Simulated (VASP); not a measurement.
Input of a VASP 6.6.1 run:

INCAR

```
SYSTEM = CaF2
PREC = Accurate
ENCUT = 600
EDIFF = 1E-7
ISMEAR = 0
SIGMA = 0.02
LREAL = .False.
LASPH = .True.
NELM = 60
ALGO = Normal
ISIF = 3
LWAVE = .False.
LCHARG = .False.
GGA = PE
IBRION = 2
NSW = 90
EDIFFG = -0.005
```

The input KPOINTS:

```
Automatic mesh
0
Gamma
  8 8 8
  0 0 0
```

POSCAR

```
CaF2
1.0
    0.0000000000      2.7316045000      2.7316045000
    2.7316045000      0.0000000000      2.7316045000
    2.7316045000      2.7316045000      0.0000000000
Ca F
1 2
Direct
    0.0000000000      0.0000000000      0.0000000000
    0.2500000000      0.2500000000      0.2500000000
    0.7500000000      0.7500000000      0.7500000000
```

Potentials or basis: VASP PAW PBE potentials, release 64 (Ca_sv, F).

Launch:

```sh
$ cat potpaw_PBE.64/Ca_sv/POTCAR potpaw_PBE.64/F/POTCAR > POTCAR
$ mpirun -np 1 vasp_std > vasp.out
```

(1) Predict the space group after relaxing (to 0.05 Å).

(2) Estimate the relaxed cell.

## Answers

(1) Fm-3m (No. 225).

(2) a = 3.899 Å, b = 3.899 Å, c = 3.899 Å, α = 60.00°, β = 60.00°, γ = 60.00°.
